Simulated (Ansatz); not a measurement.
**Li (Fm-3m): test of the smearing width**

How much does the smearing width move the energy of Li (Fm-3m)? Wanted for Li (Fm-3m): a test of the smearing width.

This is Li in the fcc structure; at room conditions it is bcc.

Computed with Ansatz 0.2.0, driven from Python. Level of theory: DFT PBE, plane waves, PAW.

## Step 1: The structure

The structure is cubic, space group Fm-3m (No. 225). Conventional cell: a = 4.404 Å, b = 4.404 Å, c = 4.404 Å, α = 90.00°, β = 90.00°, γ = 90.00°. Li (site symmetry m-3m) has 12 Li at 3.11 Å as nearest neighbours.

The script holds or builds the structure itself.

## Step 2: The code

smear_li.py reads:

```python
"""Smearing width test for Li."""

import warnings

import ansatz
import matplotlib.pyplot as plt

warnings.simplefilter("ignore", ansatz.DeckWarning)

lattice = ansatz.Lattice.of(
    (0.0, 2.202, 2.202),
    (2.202, 0.0, 2.202),
    (2.202, 2.202, 0.0),
)
sites = [
    ("Li", (0.0, 0.0, 0.0)),
]
xtal = ansatz.Crystal(lattice=lattice)
for symbol, position in sites:
    xtal = xtal.atom(symbol, position)

model = xtal.calculation()
model = model.functional("pbe")
model = model.pseudopotentials("paw")
model = model.kpoints(mesh=(8, 8, 8)).band_table()

rows = []
for value in [0.25, 0.15, 0.1, 0.05, 0.025]:
    r = model.occupations("fermi_dirac", width=value).run().report
    rows.append((value, r["free_energy_ev"] / len(r["lattice"]["sites"]), r["n_iterations"], r["gap_by_band_count_ev"], r["n_kpoints"]))

print("  width (eV)   F/atom (eV)    iterations  gap by band count (eV)      k-points")
for row in rows:
    print(f"{str(row[0]):>12s}  {row[1]:12.5f}  {row[2]:12d}  {row[3]:22.3f}  {row[4]:12d}")

# the last row is the reference
for row in rows[:-1]:
    shift = 1000 * (row[1] - rows[-1][1])
    print(f"{row[0]}: {shift:+.2f} meV/atom" + ("  (within 2 meV)" if abs(shift) < 2 else ""))
plt.figure(figsize=(4.5, 3))
plt.plot([str(row[0]) for row in rows], [1000 * (row[1] - rows[-1][1]) for row in rows], "o-")
plt.xlabel("width (eV)")
plt.ylabel("F - F(last) (meV/atom)")
plt.tight_layout()
plt.savefig("smear.png", dpi=100)
```

## Step 3: The calls as engine input

The package turns the script's settings into the engine's input (first run):

```yaml
crystal:
  lattice:
    - [0.0, 2.202, 2.202]
    - [2.202, 0.0, 2.202]
    - [2.202, 2.202, 0.0]
  atoms:
    - { symbol: Li, position: [0.0, 0.0, 0.0] }
kpoints:
  mp_grid:
    grid: [8, 8, 8]
hamiltonian:
  xc: pbe
  pseudopotentials:
    kind: paw
scf:
  occupations:
    method: fermi_dirac
    width: 0.25
output:
  eigenvalues: true
```

## Step 4: Launch

On the command line:

```bash
python smear_li.py
```

The log of the run:

```text
  width (eV)   F/atom (eV)    iterations  gap by band count (eV)      k-points
        0.25    -204.73333             6                  -6.895            29
        0.15    -204.70009             6                  -6.895            29
         0.1    -204.68902             6                  -6.895            29
        0.05    -204.68333             6                  -6.895            29
       0.025    -204.68227             6                  -6.895            29
0.25: -51.06 meV/atom
0.15: -17.82 meV/atom
0.1: -6.74 meV/atom
0.05: -1.06 meV/atom  (within 2 meV)
```

Run time: 3.4 s. Hardware: 1 thread, shared host.

## Step 5: What changed from run to run

The engine's inputs for some of the other runs:

Run 2, against run 1:

```diff
@@ -18 +18 @@
-    width: 0.25
+    width: 0.15
```

Run 3, against run 1:

```diff
@@ -18 +18 @@
-    width: 0.25
+    width: 0.1
```

Run 4, against run 1:

```diff
@@ -18 +18 @@
-    width: 0.25
+    width: 0.05
```

Lines on the test bed's own set-up are left out of the output.

## Step 6: What each run gave

The 5 runs, in the order started:

```
run  width (eV)  energy from run 5 (meV/atom)  the same at zero width (meV/atom)  SCF cycles  CPU time (s)
  1        0.25                        -51.06                              -2.05           6           0.4
  2        0.15                        -17.82                               1.68           6          0.23
  3         0.1                         -6.74                               1.54           6          0.21
  4        0.05                         -1.06                               0.03           6          0.21
  5       0.025                          0.00                               0.00           6          0.37
```

Energies are free energies F = E - TS of the smeared occupations. 

## Step 7: What came out

| quantity | value |
| --- | --- |
| runs compared | 5 |
| last run but one, from the last | -1.06 meV/atom |
| within 5 meV/atom of the last run from | 0.05 |

In words: Going from 0.025 to 0.25 eV changes F by -51.1 meV an atom. With this scheme F falls roughly as the square of the width; the report's estimate for zero width (energy_sigma0_ev) moves by only -2.0 meV. Caveats:
- For a metal this k-point mesh is coarse: on a finer one energies can move by several to tens of meV an atom and pressures by half a GPa or more, differences at one mesh by less.
- A Fermi-Dirac width this large means warm electrons, whose thermal share enters the free energy.
- The narrowest width needs the finest mesh, so the last row is no converged reference.
- This isn't the structure that Li takes at ambient conditions.
